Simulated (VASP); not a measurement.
# Ge: band structure with PBE

**What was measured.**

From “Temperature-dependent photoluminescence in Ge: experiment and theory”, 2020, arxiv:2003.00143, for a bulk crystal of Ge at 0 K: band gap 0.744 eV (indirect).

Ge:

```
Ge
1.0
     0.00000    2.83700    2.83700
     2.83700    0.00000    2.83700
     2.83700    2.83700    0.00000
Ge
2
Direct
  0.00000 0.00000 0.00000
  0.25000 0.25000 0.25000
```

```json
{
 "Program": "VASP 6.6.1",
 "Task": "band structure",
 "Functional": "PBE",
 "Potentials or basis": "VASP PAW PBE potentials, release 64 (Ge_d)",
 "Cutoff": "520 eV",
 "k mesh": "8 × 8 × 8",
 "Occupations": "gaussian, width 0.03 eV",
 "Spin": "no spin polarisation",
 "Grid for exact exchange (PRECFOCK)": "Fast",
 "Further INCAR settings": "ALGO = Fast; EDIFF = 1e-07"
}
```

- Pressure: 2.9 GPa
- Band gap along the path: none (metal or under the smearing width)

Levels at points of the mesh, in eV from the Fermi level:
```csv
k point,band 10,band 11,band 12,band 13,band 14,band 15,band 16,band 17,band 18
"(0.00, 0.00, 0.00)",-24.56,-12.72,-0.05,-0.01,-0.01,-0.01,2.54,2.54,2.54
"(0.50, 0.00, 0.00)",-24.53,-10.65,-7.57,-1.40,-1.40,0.15,3.73,3.73,7.12
"(0.50, 0.50, 0.00)",-24.52,-8.86,-8.86,-3.05,-3.05,0.76,0.76,9.44,9.44
```

It took 4.8 s on 8 MPI ranks on AMD EPYC 9R45 96-Core Processor (Zen 5) (shared host), peak memory 0.16 GiB a rank.

Against the measured gap of Ge, 0.744 eV (indirect; 0 K; “Temperature-dependent photoluminescence in Ge: experiment and theory”, 2020, arxiv:2003.00143), the calculated 0.00 eV is off by -0.74 eV. 3 values of this kind are on record (0.666 to 0.807 eV); this one was drawn at random among those near their median. Spin-orbit coupling on Ge is left out. The value is that of PBE, without temperature or zero-point motion. Semilocal functionals fall short of measured gaps as a rule.

Caveat: this crystal is a semiconductor, whose small gap the functional closes, so the metal is an error of the method.
